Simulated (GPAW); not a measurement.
# Surface energy and work function of K(100) from slabs of 4 to 14 layers (LDA)

How do energy and work function of K(100) films settle with thickness, and what surface energy follows?

How it was computed: GPAW 26.7.0, plane waves at 450 eV with PAW setups; symmetric 1×1 slabs cut at the tabulated lattice constant (two decimals; low-temperature values for the alkali metals), atoms at bulk places, 7.5 Å of vacuum on each side, one in-plane mesh for all thicknesses, Fermi-Dirac smearing of 0.1 eV. Energies are extrapolated to zero smearing and count from the program's reference atoms. Functional LDA. The cell's area is 27.353 Å².

The runs, one held back:

```
layers  energy (eV)  work function (eV)
     4      −4.8704                2.40
     5      −6.2175                2.35
     6      −7.5636                2.38
     7      −8.8980                2.37
     8     −10.2440                2.37
     9     −11.5859                2.37
    10     −12.9249                2.37
    11     −14.2701                2.37
    12     −15.6091                2.37
    14            ?                   ?
```

To predict: What surface energy do these runs give, and what energy and work function should the 14-layer slab have?

Worked answer. A slab of n layers has E(n) = nε + 2Aγ once its middle is bulk-like. A line through n = 6 to 12 has the slope ε = −1.3415 eV a layer and the intercept 2Aγ = 0.4883 eV (r.m.s. residual 2.2 meV). So γ = 0.4883 / (2 × 27.353 Å²) = 0.0089 eV/Å² = 0.14 J/m², with a standard error of under 0.01 J/m² from the scatter about the line. For 14 layers: 0.4883 + 14 × (−1.3415) = −18.293 eV; the run gives −18.294 eV, 1.2 meV under the line. The work function has no such law: from 6 to 12 layers it moves between 2.37 and 2.38 eV (mean 2.37), and the 14-layer slab gives 2.37 eV. The thinnest slab, 4 layers, lies +0.03 eV from that mean.

**Limits.** The surfaces are unrelaxed, so γ is an upper bound for this functional and lattice constant. The tabulated lattice constant isn't the functional's own, which strains the slab a little.

[Logs are printed without paths, hosts, clocks, repeated set-up lines and the standing remarks that a program may print on its own settings, such as how far it seeks lower states.]
